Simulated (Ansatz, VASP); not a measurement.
## Pd: VASP beside Ansatz

```
Pd
1.0
     0.00000    1.92114    1.92114
     1.92114    0.00000    1.92114
     1.92114    1.92114    0.00000
Pd
1
Direct
  0.00000 0.00000 0.00000
```

Alike in both runs: task single point; functional LDA; k mesh 14 × 14 × 14; occupations fermi-dirac, width 1 eV; no spin polarisation.

|  | VASP | Ansatz |
| --- | --- | --- |
| version | VASP 6.6.1 | Ansatz 0.2.0 |
| potentials or method | VASP PAW LDA potentials, release 64 (Pd) | plane waves (420 eV) with PAW, scalar-relativistic |
| plane-wave cutoff (eV) | 520 | 420 |
| valence electrons in the cell | 10 | 18 |

VASP gave:

| Item | Value |
| --- | --- |
| pressure (GPa) | 14.4 |

Q: Estimate Ansatz's values.

A: Pressure (GPa): 14.2.

The two sets of potentials don't hold the same shells in valence. Ansatz warned: «pseudo_functional_mismatch».
